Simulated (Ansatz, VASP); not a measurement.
This is a calculation of Nb for Ansatz 0.2.0.

input.yaml

```yaml
crystal:
  lattice:
    - [2.71964, 0.0, 0.0]
    - [0.0, 2.71964, 0.0]
    - [0.0, 0.0, 2.71964]
  atoms:
    - { symbol: Nb, position: [0.5, 0.5, 0.5] }
hamiltonian:
  xc: lda
  pseudopotentials: { kind: paw }
kpoints:
  mp_grid: { grid: [7, 7, 7] }
scf:
  occupations: { method: fermi_dirac, width: 0.05 }
output:
  forces: true
  stress: true
  eigenvalues: true
relax:
  f_tol: 0.01
  max_steps: 40
  cell: { stress_tol: 0.05 }
```

Potentials or basis: Ansatz PAW.

The run is started by

```console
$ ansatz run input.yaml --threads 2 --pin off --max-ram 5632MiB --backend cpu --events-out ev --progress --plain --runs-dir out
```

Problem. Translate it to VASP 6.6.1. Potentials there: VASP PAW LDA potentials, release 64 (Nb_sv).

Solution. As run (the cutoff follows the program's own potentials):

File INCAR:

```
PREC = Accurate
ENCUT = 600
EDIFF = 1E-6
ISMEAR = -1
SIGMA = 0.05
LREAL = F
LASPH = T
NELM = 80
ALGO = Fast
ISIF = 3
LWAVE = F
LCHARG = F
IBRION = 2
NSW = 60
EDIFFG = -0.01
```

KPOINTS

```
Automatic mesh
0
Gamma
  7 7 7
```

File POSCAR:

```
Nb
1.0
    2.7196400000      0.0000000000      0.0000000000
    0.0000000000      2.7196400000      0.0000000000
    0.0000000000      0.0000000000      2.7196400000
Nb
1
Direct
    0.5000000000      0.5000000000      0.5000000000
```

Potentials or basis: VASP PAW LDA potentials, release 64 (Nb_sv).

The run is started by

```console
$ cat potpaw_LDA.64/Nb_sv/POTCAR > POTCAR
$ mpirun -np 1 vasp_std > vasp.out
```

Both were run:

|  | VASP | Ansatz | Ansatz less VASP |
| --- | --- | --- | --- |
| gap on the k mesh at the Fermi level, each at its own relaxed structure (eV) | none | none | - |
| relaxed volume (Å³/atom) | 18.91 | 18.92 | +0.012 |
| relaxed cell length with the largest relative difference (Å) | 2.664 | 2.665 | +0.0006 |
| energy change over the relaxation (meV/atom) | -32 | -32 | +0.2 |

A gap of «none» marks a metal or a gap that the smearing closes.

Caveats: the plane-wave basis is chosen anew once the cell has moved, so the energies of steps on either side of that aren't comparable (Ansatz); the PAW data sets come from PBE, with cores solved anew for the run's functional, which leaves a small shift of forces and pressure (Ansatz).
